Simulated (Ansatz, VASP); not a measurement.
**Hf12O23 in two plane-wave programs**

One calculation is typed for both programs; each brings its own data sets and cutoff. How far apart do they land? The structure shown is the end of the VASP relaxation below.

Method: plane waves, with VASP 6.6.1 beside it; single point at PBEsol, in Ansatz 0.2.0.

### 1. The structure

The cell holds 35 atoms: 12 Hf and 23 O. Cell: a = 7.097 Å, b = 7.097 Å, c = 10.646 Å, α = 60.0°, β = 60.0°, γ = 60.0°. It derives from HfO2. Nearest the centre at fractional (0.250, 0.250, 0.333): O25 at 1.01 Å, Hf8 at 1.86 Å, Hf5 at 1.88 Å, O15 at 2.50 Å, O18 at 2.50 Å, O16 at 2.51 Å, O19 at 2.51 Å, O31 at 2.80 Å. The cell carries charge +2.

### 2. VASP: relaxation, PBEsol

This run makes the geometry at which the two programs are then compared.

Lines of VASP's logs that name or quote its potential files are left out, and so is its time.

INCAR reads:

```
SYSTEM = Hf12O23
PREC = Normal
ENCUT = 400
EDIFF = 1E-05
NELM = 120
ISMEAR = 0
SIGMA = 0.05
LREAL = Auto
ALGO = Fast
GGA = PS
NELECT = 184
NBANDS = 120
LASPH = .TRUE.
LORBIT = 11
LWAVE = .FALSE.
LCHARG = .FALSE.
KPAR = 6
IBRION = 2
NSW = 60
ISIF = 2
EDIFFG = -0.05
POTIM = 0.4
MAXMIX = 40
ISYM = 0
```

POSCAR reads:

```
Hf12O23
1.0
    0.0000000000      5.0184298534      5.0184298534
    5.0184298534      0.0000000000      5.0184298534
    7.5276447801      7.5276447801      0.0000000000
Hf O
12 23
Direct
   -0.0055255716     -0.0005094580      0.0013570341
   -0.0050877293      0.0023435843      0.3364294636
    0.0010291543      0.0023668971      0.6654720082
   -0.0014641199      0.4986162980      0.0010126109
   -0.0016689391      0.5043227151      0.3316991063
   -0.0109891997      0.5011605110      0.6699419019
    0.5018533570     -0.0058423531      0.0055338709
    0.5019905491     -0.0053410855      0.3335711165
    0.5013747529      0.0007454405      0.6648252607
    0.5010095826      0.4982868776      0.0000652445
    0.4991520160      0.4970603465      0.3330489181
    0.4955697785      0.5000746984      0.6666341773
    0.3718833916      0.3779017921      0.5852697685
    0.3726866693      0.3764025464      0.9170907234
    0.3724055040      0.8729743389      0.2524800072
    0.3700585012      0.8757326965      0.5850589548
    0.3792587623      0.8772265341      0.9127898623
    0.8734014670      0.3680786396      0.2514909900
    0.8763240596      0.3727327636      0.5848406611
    0.8781105700      0.3746797520      0.9152080490
    0.8780248181      0.8728087792      0.2532240681
    0.8757849713      0.8739260995      0.5824753083
    0.8750701429      0.8756231653      0.9165401246
    0.1288373352      0.1188721505      0.0829793290
    0.3812334952      0.3740164576      0.2475387607
    0.1224811063      0.1238037066      0.7521074424
    0.1187617871      0.6266977702      0.0898308777
    0.1236288262      0.6201750879      0.4178118754
    0.1261927409      0.6286943279      0.7479851444
    0.6177631996      0.1324029981      0.0809543244
    0.6307691578      0.1199007963      0.4157687293
    0.6254282217      0.1318586401      0.7468846172
    0.6195958609      0.6318899230      0.0841071307
    0.6237727148      0.6211833292      0.4174222345
    0.6187581894      0.6300618247      0.7515862197
```

KPOINTS reads:

```
Automatic mesh
0
Gamma
2 2 2
0 0 0
```

Potentials, in the order of the species: Hf and O (PBE family, release 64).

On the command line:

```
> mpirun -np 6 vasp_std
```

Numbers of over 12 decimals in the logs are rounded to 6 here.

Log:

```text
[banner, memory and clock lines left out]
running    6 mpi-ranks, on    1 nodes
[...]
|                                                                             |
|           W    W    AA    RRRRR   N    N  II  N    N   GGGG   !!!           |
|           W    W   A  A   R    R  NN   N  II  NN   N  G    G  !!!           |
|           W    W  A    A  R    R  N N  N  II  N N  N  G       !!!           |
|           W WW W  AAAAAA  RRRRR   N  N N  II  N  N N  G  GGG   !            |
|           WW  WW  A    A  R   R   N   NN  II  N   NN  G    G                |
|           W    W  A    A  R    R  N    N  II  N    N   GGGG   !!!           |
|                                                                             |
|     For optimal performance we recommend to set                             |
|       NCORE = 2 up to number-of-cores-per-socket                            |
|     NCORE specifies how many cores store one orbital (NPAR=cpu/NCORE).      |
|     This setting can greatly improve the performance of VASP for DFT.       |
[...]
RMM:   5    -0.385364485474E+03    0.43204E-04   -0.70231E-04  1967   0.606E-02    0.515E-02
RMM:   6    -0.385364502193E+03   -0.16718E-04   -0.27362E-04  2005   0.339E-02    0.467E-02
RMM:   7    -0.385364486055E+03    0.16138E-04   -0.61845E-05  1657   0.189E-02    0.188E-02
RMM:   8    -0.385364485943E+03    0.11228E-06   -0.38148E-05  1448   0.128E-02
  18 F= -.38536449E+03 E0= -.38536449E+03  d E =-.981420E-02
[... from here on, the cycles between the ionic steps are left out ...]
  19 F= -.38536577E+03 E0= -.38536577E+03  d E =-.110988E-01
  20 F= -.38537187E+03 E0= -.38537187E+03  d E =-.610136E-02
  21 F= -.38537204E+03 E0= -.38537204E+03  d E =-.627133E-02
  22 F= -.38537812E+03 E0= -.38537812E+03  d E =-.607982E-02
  23 F= -.38537832E+03 E0= -.38537832E+03  d E =-.627593E-02
  24 F= -.38538195E+03 E0= -.38538195E+03  d E =-.363077E-02
  25 F= -.38538195E+03 E0= -.38538195E+03  d E =-.363598E-02
  26 F= -.38538337E+03 E0= -.38538337E+03  d E =-.141659E-02
  27 F= -.38538344E+03 E0= -.38538344E+03  d E =-.148692E-02
  28 F= -.38538394E+03 E0= -.38538394E+03  d E =-.499995E-03
 trial-energy change:   -0.000500  1 .order   -0.000469   -0.001195    0.000258
 step:   1.0214(harm=  1.0214)  dis= 0.00220  next Energy=  -385.383932 (dE=-0.492E-03)
 reached required accuracy - stopping structural energy minimisation
```

OUTCAR, selected parts (step 2):

```text
  Total      -29.3888746    -29.4066879    -29.6348632     -0.8690125     -0.7249296     -0.8451851
  in kB     -124.1848764   -124.2601479   -125.2243195     -3.6720770     -3.0632441     -3.5713925
  external PRESSURE =    -124.5564479 kB  Pullay stress =       0.0000000 kB

 POSITION                                       TOTAL-FORCE (eV/Angst)
 -----------------------------------------------------------------------------------
      7.50526      7.50247      0.00773         0.027540      0.025541     -0.004354
      7.48321      7.47045      9.96663        -0.019218     -0.030919      0.025305
     10.12377     10.12304      9.92003         0.007134     -0.005920     -0.019943
      2.51556      5.04797      7.50408        -0.012596      0.019649     -0.009690
      5.09641      7.45935      7.57340        -0.014853     -0.025812     -0.009532
      7.53161      5.03577      2.51303         0.022418      0.000970      0.004121
      5.04781      2.51479      7.50321         0.018033     -0.023898     -0.010289
      7.47102      5.08819      7.57620        -0.006077     -0.002997     -0.008970
      5.03498      7.52696      2.51451         0.006832      0.014664      0.006155
      2.58893      2.58391      4.90458        -0.018491      0.002033      0.018318
      5.08820      5.06377      4.93936         0.010464      0.032718     -0.004435
      7.50702      7.50777      4.97475         0.006533      0.022778     -0.017821
      6.27022      6.26788      3.71610        -0.002140     -0.010949      0.004566
      8.86624      8.86100      3.79527        -0.002260     -0.002213      0.016278
[...]
-----------------------------------------------------------------------------------
    total drift:                                0.018203     -0.131598     -0.072838

  FREE ENERGIE OF THE ION-ELECTRON SYSTEM (eV)
  ---------------------------------------------------
  free  energy   TOTEN  =      -385.3839407400 eV

  energy  without entropy=     -385.3839407400  energy(sigma->0) =     -385.38394074

 reached required accuracy - stopping structural energy minimisation

[... 3 further parts left out ...]
[key lines of the parts left out:]
E-fermi :   4.2410
```

The cell is charged against a uniform background. The data set Hf keeps the semicore shell frozen, which is cheaper and a little less accurate.

### 3. Ansatz: single point, PBEsol

Ansatz runs on its default PAW (the set named soft_2) files.

The same cell, functional, mesh and smearing now go to Ansatz, which takes its cutoff from its data sets.

input.yaml reads:

```yaml
crystal:
  lattice:
    - [0.0, 5.01842985, 5.01842985]
    - [5.01842985, 0.0, 5.01842985]
    - [7.52764478, 7.52764478, 0.0]
  atoms:
    - { symbol: Hf, position: [0.00049247, 0.00104711, 0.99632801] }
    - { symbol: Hf, position: [0.99173126, 0.99427418, 0.3312479] }
    - { symbol: Hf, position: [0.98828801, 0.98843258, 0.68592366] }
    - { symbol: Hf, position: [0.9999634, 0.49534127, 0.00394877] }
    - { symbol: Hf, position: [0.98998468, 0.51913243, 0.33093758] }
    - { symbol: Hf, position: [0.00171364, 0.499047, 0.66782835] }
    - { symbol: Hf, position: [0.49519376, 0.99993653, 0.0039449] }
    - { symbol: Hf, position: [0.51743079, 0.99224532, 0.33098038] }
    - { symbol: Hf, position: [0.49881011, 0.00224492, 0.66736881] }
    - { symbol: Hf, position: [0.48815702, 0.48915634, 0.01781816] }
    - { symbol: Hf, position: [0.48968783, 0.49455587, 0.34623145] }
    - { symbol: Hf, position: [0.49572231, 0.49557283, 0.66687772] }
    - { symbol: O, position: [0.37001228, 0.37047751, 0.58597372] }
    - { symbol: O, position: [0.37761166, 0.37865543, 0.92538656] }
    - { symbol: O, position: [0.34201374, 0.91902447, 0.26234454] }
    - { symbol: O, position: [0.33653216, 0.913401, 0.56451055] }
    - { symbol: O, position: [0.40794917, 0.84791615, 0.91123355] }
    - { symbol: O, position: [0.91948208, 0.34327545, 0.26122771] }
    - { symbol: O, position: [0.91243641, 0.336571, 0.56418093] }
    - { symbol: O, position: [0.84724562, 0.40851121, 0.91185327] }
    - { symbol: O, position: [0.87197183, 0.87392405, 0.25600919] }
    - { symbol: O, position: [0.8982887, 0.89971296, 0.57062343] }
    - { symbol: O, position: [0.86475476, 0.86459753, 0.91888135] }
    - { symbol: O, position: [0.12358612, 0.12335355, 0.07083223] }
    - { symbol: O, position: [0.34997994, 0.35161836, 0.25996466] }
    - { symbol: O, position: [0.12319952, 0.12431233, 0.76080153] }
    - { symbol: O, position: [0.11280437, 0.64391913, 0.08150118] }
    - { symbol: O, position: [0.13047958, 0.62517704, 0.41437323] }
    - { symbol: O, position: [0.13518297, 0.60841906, 0.75556167] }
    - { symbol: O, position: [0.64273807, 0.11339087, 0.08138419] }
    - { symbol: O, position: [0.62379978, 0.13332337, 0.41372616] }
    - { symbol: O, position: [0.60792878, 0.13537161, 0.75603649] }
    - { symbol: O, position: [0.61486135, 0.61625287, 0.11107568] }
    - { symbol: O, position: [0.62077636, 0.6220922, 0.41671491] }
    - { symbol: O, position: [0.6466646, 0.64664507, 0.69740349] }
total_charge: 2
hamiltonian:
  xc: pbesol
  pseudopotentials: { kind: paw }
kpoints:
  mp_grid: { grid: [2, 2, 2] }
scf:
  occupations: { method: gaussian, width: 0.05 }
  n_extra_bands: 12
output:
  forces: true
  eigenvalues: true
```

On the command line:

```
> ansatz run input.yaml --threads 8 --pin off --max-ram 18432MiB --backend cpu --events-out ev --progress --plain --runs-dir out
```

Log:

```text
scf.n_extra_bands = 12 over 224 filled bands (N_el = 448.0): the run solves 236 bands
Engine: ansatz 0.2.0, aarch64-unknown-linux-gnu
Pseudopotentials: kind: paw
Pseudopotential: Hf, paw, valence charge 26, recommended cutoff 420 eV (normal), Hf.paw.azcp
Pseudopotential: O, paw, valence charge 6, recommended cutoff 420 eV (normal), O.paw.azcp
Functional definition: PBEsol
  exchange = pbesol_x
  correlation = pbesol_c
Crystal: 35 atoms, lattice volume = 379.162 Å³
Basis set: ecut = 420 eV, 7411 PW (Γ), exchange–correlation on 96×96×144 points (8 copies of the dense FFT grid, shifted against one another)
Bands: 236, of which v1, the nominal top of the filled ones, is band 224 counted from 1 (223 counted from 0)
Symmetry: 1 space group operations
Space group: P1 (ITA 1), of the structure as read, at distance tolerance 7.2e-5 Å
k-points: 8
Non-local potential: Hf, projectors of the file, l = 0: 3, l = 1: 2, l = 2: 2, l = 3: 3
Non-local potential: O, projectors of the file, l = 0: 2, l = 1: 2, l = 2: 1
PAW form: soft (Blöchl's): semilocal exchange-correlation on the pseudo side does not see the compensation charge
PAW frozen core: Hf, regenerated for the run's functional, and the local potential with it (the file was generated under x = pbe(κ = 0.804, μ = 0.219515), c = pbe(β = 0.066725))
PAW frozen core: O, regenerated for the run's functional, and the local potential with it (the file was generated under x = pbe(κ = 0.804, μ = 0.219515), c = pbe(β = 0.066725))
PAW one-centre angular grid: Hf, 590 points (default); XC on 64 Gauss nodes
PAW one-centre angular grid: O, 110 points (default); XC on 64 Gauss nodes
Initial density: superposition of atomic densities (neutral atoms scaled as one to the charged cell's electrons: chi_scale 0, normalization atom), corrected by the library's trained network
Initial wavefunctions: pseudopotential atomic-orbital guess
Functional: x = pbesol(κ = 0.804, μ = 0.123457), c = pbesol(β = 0.046)
SCF iter   1: F=—  HF=-200176.960475 eV  |F-HF|=—  |Δ(HF+E_count)|=         —  Δρ=2.86e-2  dr2=3.04e0  ethr=1.77e-3  ⟨swp⟩=5.1  Hψ=6421  notcnv=0
preconditioner: auto → Resta (q_TF=auto, 2.805 Å⁻¹)  ε∞=6.5  [insulator: Δε(μ)=3.912 eV  Ē_g=16.799 eV  σ=0.050 eV  W_gap=1.00  n_scr=148 (ndim 8)  ℏωp=39.3 eV  f_vac=0.055  D(μ)=0.00/eV (n_scr^D=0)  ε∞_Penn≈6.5]
SCF iter   2: F=—  HF=-200176.095216 eV  |F-HF|=—  |Δ(HF+E_count)|=   8.65e-1  Δρ=9.25e-3  dr2=2.91e-1  ethr=6.79e-4  ⟨swp⟩=3.1  Hψ=4166  notcnv=0  defer=52
SCF iter   3: F=—  HF=-200175.952920 eV  |F-HF|=—  |Δ(HF+E_count)|=   1.42e-1  Δρ=4.58e-3  dr2=1.03e-1  ethr=6.49e-5  ⟨swp⟩=2.0  Hψ=3667  notcnv=0  defer=52
SCF iter   4: F=—  HF=-200175.926921 eV  |F-HF|=—  |Δ(HF+E_count)|=   2.60e-2  Δρ=1.54e-3  dr2=9.81e-3  ethr=2.30e-5  ⟨swp⟩=2.0  Hψ=3672  notcnv=0  defer=52
SCF iter   5: F=—  HF=-200175.932519 eV  |F-HF|=—  |Δ(HF+E_count)|=   5.60e-3  Δρ=7.69e-4  dr2=2.84e-3  ethr=2.19e-6  ⟨swp⟩=2.1  Hψ=3426  notcnv=0  defer=52
SCF iter   6: F=—  HF=-200175.932229 eV  |F-HF|=—  |Δ(HF+E_count)|=   2.89e-4  Δρ=2.05e-4  dr2=2.64e-4  ethr=6.33e-7  ⟨swp⟩=2.0  Hψ=3628  notcnv=0  defer=52
SCF iter   7: F=—  HF=-200175.932388 eV  |F-HF|=—  |Δ(HF+E_count)|=   1.58e-4  Δρ=1.84e-4  dr2=1.02e-4  ethr=5.89e-8  ⟨swp⟩=2.0  Hψ=3628  notcnv=0  defer=52
SCF iter   8: F=—  HF=-200175.932373 eV  |F-HF|=—  |Δ(HF+E_count)|=   1.50e-5  Δρ=2.73e-5  dr2=2.70e-6  ethr=2.28e-8  ⟨swp⟩=2.0  Hψ=3628  notcnv=0  defer=52
SCF iter   9: F=—  HF=-200175.932038 eV  |F-HF|=—  |Δ(HF+E_count)|=   3.34e-4  Δρ=1.35e-5  dr2=6.10e-7  ethr=6.03e-10  ⟨swp⟩=2.0  Hψ=3680  notcnv=0  defer=52
SCF iter  10: F=—  HF=-200175.932038 eV  |F-HF|=—  |Δ(HF+E_count)|=   1.09e-8  Δρ=6.47e-6  dr2=1.68e-7  ethr=1.36e-10  ⟨swp⟩=2.1  Hψ=3634  notcnv=0  defer=52
SCF iter  11: F=-200175.932039 eV  HF=-200175.932039 eV  |F-HF|=4.42e-9  |Δ(HF+E_count)|=   1.02e-7  Δρ=2.17e-6  dr2=2.29e-8  ethr=2.23e-11  ⟨swp⟩=10.1  Hψ=8367  notcnv=0
SCF 1 converged in 11 iterations: F = -200175.932039 eV  dr2 = 2.29e-8
  greatest PAW one-centre occupation: 0.999 electrons in one spin orbital (limit 2), on the Hf atom at site 3 (counted from 0), in its partial waves of l = 3
SCF converged after 11 iterations
Free energy (F): -200175.932039 eV
Harris-Foulkes:  -200175.932039 eV  (|F-HF|=4.42e-9)
Internal energy: -200175.932039 eV  (E = F + TS)
E sigma→0 (E₀):  -200175.932039 eV
Fermi energy:    17.934326 eV
--- Per-component energies (eV) ---
  E_band       = 711.250223
  E_kinetic    = 9064.088764
  E_local      = -68723.136417  (includes V_loc(G=0)·N_el)
  E_nonlocal   = -13739.067684
  E_hartree    = 31592.304049
  E_xc         = -5234.416511
  E_vxc        = -5325.821191  (∫ρ·V_xc dr)
  E_paw        = -85181.320544  (= ΣΔE_a)
  E_vpaw       = 16250.517947  (= ΣTr[D̂ρ^β])
  E_aug_tail   = 0.056806  (compensation charges beyond the density's cutoff)
  E_ewald      = -67970.265222
  E_core_change = 15.824721  (= ΣΔE_core)
  E_smearing   = -0.000000  (= −TS)
  E_closure    = 0.000000  (closes the sum)
  E_deformation_potential = 50.606839  (in the stress; not in F)
  Σ components = -200175.932039   (vs F -200175.932039, Δ=0.00e0)
--- Forces (eV/Å), atoms counted from 1 ---
  atom   1  Hf    -0.01893142    -0.03905604     0.03784377
  atom   2  Hf    -0.04145470    -0.00836082     0.01074832
  atom   3  Hf     0.00103771    -0.01822702     0.01787176
  atom   4  Hf     0.01397191     0.06868518    -0.08001238
  atom   5  Hf    -0.02265185     0.01729186     0.02193668
  atom   6  Hf     0.04592869    -0.00063238    -0.05044487
  atom   7  Hf     0.07597333    -0.00428255    -0.07492686
  atom   8  Hf    -0.00589312    -0.00045033     0.01958184
  atom   9  Hf    -0.00186475     0.03433844    -0.04022445
  atom  10  Hf    -0.00219447     0.00501410     0.05763855
  atom  11  Hf    -0.03827159     0.03185489     0.02641280
  atom  12  Hf     0.04445618     0.04982895    -0.00549596
  atom  13  O     -0.01147581    -0.02379498     0.00289009
  atom  14  O      0.02379954     0.01754028     0.05277289
  atom  15  O      0.05747430     0.00415776    -0.02476401
  atom  16  O      0.01199297    -0.07566902    -0.01844722
  atom  17  O     -0.04331626     0.02584287    -0.01884924
  atom  18  O      0.01728982     0.06415571    -0.00764239
  atom  19  O     -0.07816991     0.00923195    -0.01534915
  atom  20  O      0.01889396    -0.04373036    -0.01244613
  atom  21  O      0.05451685     0.07232838    -0.03536644
  atom  22  O      0.02185249     0.01915044     0.09730880
  atom  23  O     -0.07130767    -0.07915650     0.03636217
  atom  24  O     -0.04381481    -0.04597662    -0.01163453
[...]
atom  28  O     -0.03480672     0.01416925     0.02113808
  atom  29  O     -0.00817110    -0.00220560     0.03608777
  atom  30  O     -0.03926972     0.02743057     0.02106553
  atom  31  O      0.02394295    -0.04597463     0.02494920
  atom  32  O      0.01055271    -0.01405841     0.03848321
  atom  33  O      0.02419831     0.02184543    -0.01756164
  atom  34  O     -0.02119276    -0.02551235    -0.01571019
  atom  35  O     -0.00587835    -0.00657784    -0.01203464
  max |Σ_I F_I| component: 2.45e-5 eV/Å
--- Band table (eV; the first three rows and the last of 8) ---
  k-point 0: bands = [... 220 lower, 15.3325, 15.4095, 15.5304, 15.8157, 20.2035, 20.2268, 20.2896, 20.3945, ... 8 higher]
  k-point 1: bands = [... 220 lower, 15.3151, 15.4022, 15.4928, 15.5910, 20.0529, 20.4071, 20.4506, 20.4567, ... 8 higher]
  k-point 2: bands = [... 220 lower, 15.4186, 15.4437, 15.5043, 15.6913, 20.3887, 20.4135, 20.5171, 20.5510, ... 8 higher]
  k-point 7: bands = [... 220 lower, 15.4424, 15.4961, 15.5133, 15.5484, 20.3835, 20.4339, 20.5851, 20.6058, ... 8 higher]
```

The job ended after 12 s (8 threads of Arm Neoverse V2, shared host; peak memory 3.2 GiB).

The column dr2 measures how far the density is from self-consistency, as an energy; F and HF (Harris–Foulkes) agree once it is small.

### 4. Comparison

Known differences besides the potentials themselves: the data sets hold 448 valence electrons in Ansatz (default PAW (the set named soft_2) files) and 184 in VASP; the cutoff is 420 eV in Ansatz and 400 eV in VASP (PREC = Normal, projectors in real space); Ansatz makes its cores anew for this functional, VASP keeps those of its PBE data sets. Total energies have different zeros and are not compared.

Both answers:

```
              quantity  Ansatz   VASP  difference
gap on the k mesh (eV)   4.237  4.226      +0.011
```

At this near-relaxed geometry the largest component of a force difference is 84 meV/Å. A gap on the mesh is an upper bound, since the band edges may lie between its points; neither run holds spin-orbit coupling, which can move the band edges of a compound of Hf. VASP's last cycles still show a density residual of 7e-03, so its state may not be settled.

### 5. What the set-up changes

Further runs change the set-up of one program: Ansatz's method, potentials or start, or VASP's data sets, cutoff or form of LDA. The table gives Ansatz less VASP for each quantity, since a change that brings one quantity closer may part another.

```
                                        run  r.m.s. force difference (meV/Å)  gap on the k mesh (eV)
                                   as above                               34                   0.011
                       cores kept as stored                               34                   0.010
    Ansatz's larger PAW set (cutoff 900 eV)                               34                  0.0035
norm-conserving potentials (cutoff 1143 eV)                               51                   0.066
```

### 6. What came out

- r.m.s. force difference (single point, PBEsol): 34 meV/Å

In words: The r.m.s. force difference is 34 meV/Å (single point, PBEsol), beyond the 12 meV/Å picked in this series as the mark of a large difference. Single point, PBEsol, Ansatz's larger PAW set (cutoff 900 eV): the difference in gap on the k mesh goes from 0.011 to 0.0035 eV. Single point, PBEsol, norm-conserving potentials (cutoff 1143 eV): r.m.s. force difference goes from 34 to 51 meV/Å; the difference in gap on the k mesh goes from 0.011 to 0.066 eV. How closely two codes agree says nothing of how well the functional describes the real material.

[Lines on the potential files, build, host, timing and source positions are cut from VASP's logs without a mark.]

[Logs are printed without paths, hosts, clocks, repeated set-up lines and the standing remarks that a program may print on its own settings, such as how far it seeks lower states.]

[Hosts, paths, dates, database ids (printed as entryN), source tags and the programs' standing remarks are cut or masked in the printed files.]
